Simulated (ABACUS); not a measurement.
Crystal: ZnS.

```
Zn S
1.0
     0.00000    2.70200    2.70200
     2.70200    0.00000    2.70200
     2.70200    2.70200    0.00000
Zn S
1 1
Cartesian
  4.0530 4.0530 4.0530
  0.0000 0.0000 0.0000
```

Base run:

```yaml
Program: ABACUS 3.10.1
Functional: TPSS
Potentials_or_basis: SG15 ONCV 1.2 PBE
Cutoff: 1320 eV
Density_cutoff: 5279 eV
Basis: plane waves
k_mesh: 6 × 6 × 6
Occupations: fermi-dirac, width 0.05 eV
Spin: no spin polarisation
```

Its results: band gap on the k mesh 2.31 eV, direct; pressure 2.4 GPa.

Question: The run is repeated on the same cell with these changes: functional from TPSS to M06-L. What comes out?

Answer: Band gap on the k mesh 2.54 eV, direct; pressure 1.5 GPa.

Caveats: the potentials were made for another functional, which shifts forces and pressure.

A k mesh can miss the band edges.

Not every run made on this cell is shown here.
